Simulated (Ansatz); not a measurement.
A series in volume per atom on Zr

All results are calculated (Ansatz 0.2.0). Periodic Kohn-Sham DFT of a crystal at fixed atoms; pressure and stress are positive in compression; the energy is the free energy less that of spherical unpolarised free atoms; site moments are those in the method's own spheres, positive along +z.

Cell of the first row (space group Im-3m, No. 229):
```
CELL_PARAMETERS angstrom
-1.75710 1.75710 1.75710
1.75710 -1.75710 1.75710
1.75710 1.75710 -1.75710
ATOMIC_POSITIONS crystal
Zr 0.00000 0.00000 0.00000
```

Settings of every row: method frozen-core PAW; functional PBE; relativity scalar; k mesh 16x16x16; filling fermi-dirac; smearing width 0.05 eV; wave cutoff 420 eV; paw set soft_2.

Atom start moment: 0 on all atoms.

Limits: the cell comes from a prototype or a list of computed structures and needn't be the stable phase.

| row | volume per atom (Å³) | pressure (GPa) |
| --- | --- | --- |
| 1 | 21.701 | 4.871 |
| 2 | 22.272 | 2.314 |
| 3 | 22.843 | -0.001 |
| 4 | 23.414 | ? |
| 5 | 23.985 | -3.98 |

Question: what pressure should row 4 give?

Worked fit of pressure. Take u = (V_r/V)^(2/3) − 1 with V_r = 22.557 Å³ an atom, which is twice the finite (Eulerian) strain; such expansions in the strain, on which the Birch-Murnaghan equation of state is built, carry the rest volume and the bulk modulus. The shown rows have u = 0.02613, 0.00851, -0.00836, -0.0401. Least squares give pressure = 1.129 + 136.991 × u + 238.84 × u² GPa; a straight line predicts inner rows, each left out in turn, worse (root mean square 0.16 against 0.0038 GPa). The rows lie off it by -0.001, 0.002, -0.001, 0.000. The pressure vanishes at u = -0.0084, or V = 22.84 Å³ an atom, and there the bulk modulus at fixed shape and fractions is B = −V dP/dV = (2/3)(1 + u) dP/du = 87.9 GPa. The withheld row has u = -0.02455, so the fit gives 1.129 + 136.991 × (-0.02455) + 238.84 × (-0.02455)² = -2.090 GPa.

The calculation gave -2.091 GPa. The fit lies 0.001 GPa (0.011 % of the column's range) above it, one unit of the last digit.
